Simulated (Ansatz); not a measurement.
Level of theory: DFT, r²SCAN, scalar-relativistic, no spin polarisation; plane waves to 500 eV with PAW datasets (Ansatz 0.2.0), 10×10×10 k-mesh, Gaussian smearing of 0.05 eV. The datasets are Ansatz's generated set soft_2.

The calculation on Mg2X, where X is one element, gave:

```json
{
  "Space group": "Fm-3m (No. 225)",
  "Conventional cell": "a = 6.338 Å, b = 6.338 Å, c = 6.338 Å, α = 90.00°, β = 90.00°, γ = 90.00°",
  "Volume": "21.22 Å³/atom",
  "Band gap": "0.45 eV",
  "Smallest direct gap": "2.48 eV",
  "Bader charges": "Mg 1.56; X -3.11 e",
  "Formation energy from the elements (0 K, uncorrected)": "-0.21 eV/atom"
}
```

Sites: Mg on 8c, X on 4a.

Task: Which element is X?
A. S
B. Si
C. Al
D. P

Result: B. X is Si, so the compound is Mg2Si.

The chain of runs began from a cell as deposited in COD, expanded in volume.
